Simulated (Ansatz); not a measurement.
## How much does the functional matter for the cell of ZnCu2SnSe4?

The starting cell is an entry of the Crystallography Open Database (2002):

```yaml
crystal:
  lattice:
    - [-2.84410, 2.84410, 5.66890]
    - [2.84410, -2.84410, 5.66890]
    - [2.84410, 2.84410, -5.66890]
  atoms:
    - { symbol: Zn, position: [0.00000, 0.00000, 0.00000] }
    - { symbol: Cu, position: [0.75000, 0.25000, 0.50000] }
    - { symbol: Cu, position: [0.25000, 0.75000, 0.50000] }
    - { symbol: Sn, position: [0.50000, 0.50000, 0.00000] }
    - { symbol: Se, position: [0.63010, 0.63010, 0.51740] }
    - { symbol: Se, position: [0.36990, 0.88730, 0.00000] }
    - { symbol: Se, position: [0.11270, 0.11270, 0.48260] }
    - { symbol: Se, position: [0.88730, 0.36990, 0.00000] }
```

Atoms and cell were relaxed at zero pressure with plane-wave PAW DFT (Ansatz 0.2.0; one set of PAW datasets, made under PBE, for all functionals; 420 eV, r2SCAN 500 eV; 7×7×7 Γ-centred mesh, fermi-dirac occupations of width 0.100 eV; no spin polarisation, no spin-orbit coupling, no dispersion correction), keeping the symmetry (I-42m, No. 121).

Question: What cells and energies do LDA, PBEsol, PBE, r2SCAN give?

Answer: The relaxed conventional cells:

| functional | a (Å) | c (Å) | volume (Å³/atom) | formation energy (eV/atom) |
| --- | --- | --- | --- | --- |
| LDA | 5.597 | 11.198 | 21.92 | -0.353 |
| PBEsol | 5.659 | 11.319 | 22.66 | -0.358 |
| PBE | 5.765 | 11.529 | 23.95 | -0.388 |
| r2SCAN | 5.689 | 11.421 | 23.10 | -0.470 |
| the entry | 5.688 | 11.338 | 22.93 | – |

LDA gives the smallest volume and PBE the largest, 9.2 % more, the usual order, since LDA overbinds and PBE's gradient terms loosen the lattice. Against the entry's volume: LDA -4.4 %, PBEsol -1.2 %, PBE +4.4 %, r2SCAN +0.7 %; r2SCAN and PBEsol come about as near. The formation energies span 0.12 eV an atom, lowest under r2SCAN.

Caveats: each relaxation keeps the start's symmetry, so a distorted cell may lie lower; computed cells are at 0 K with fixed nuclei, while the entry holds thermal expansion, often some tenths of a per cent in volume and more in soft crystals; formation energies are at zero smearing against the elements' usual phases under the same functional, gases as free molecules, uncorrected.
